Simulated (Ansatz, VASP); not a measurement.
BN in VASP and in Ansatz

```
B N
1.0
     2.48719    0.00000    0.00000
    -1.24359    2.15397    0.00000
     0.00000    0.00000    6.61649
B N
2 2
Direct
  0.33333 0.66667 0.25000
  0.66667 0.33333 0.75000
  0.33333 0.66667 0.75000
  0.66667 0.33333 0.25000
```

Change from the starting cell: volume scaled by 0.98.

Alike in both runs: task single point; functional PBEsol; k mesh 11 × 11 × 4; occupations fermi-dirac, width 0.02 eV; no spin polarisation.

|  | VASP | Ansatz |
| --- | --- | --- |
| version | VASP 6.6.1 | Ansatz 0.2.0 |
| potentials or method | VASP PAW PBE potentials, release 64 (B, N), cutoff 520 eV | all-electron LAPW, scalar-relativistic |

VASP gave:

* gap on the k mesh at the Fermi level (eV): 4.25
* pressure (GPa): 5.8
* largest component of the traceless stress (GPa): 4.96

Question: Estimate Ansatz's values.

Answer: gap on the k mesh at the Fermi level (eV): 4.26; pressure (GPa): 5.5; largest component of the traceless stress (GPa): 4.46.

Ansatz ran all-electron here, so the differences hold the error of VASP's frozen core and of both bases.

Caveats: the PAW data sets were made with another functional, which shifts forces and pressure a little (VASP); an odd mesh through Γ misses points on the zone boundary, where band edges often lie; this functional lacks dispersion, which binds the layers, so the pressure and a relaxed spacing across them are unreliable.
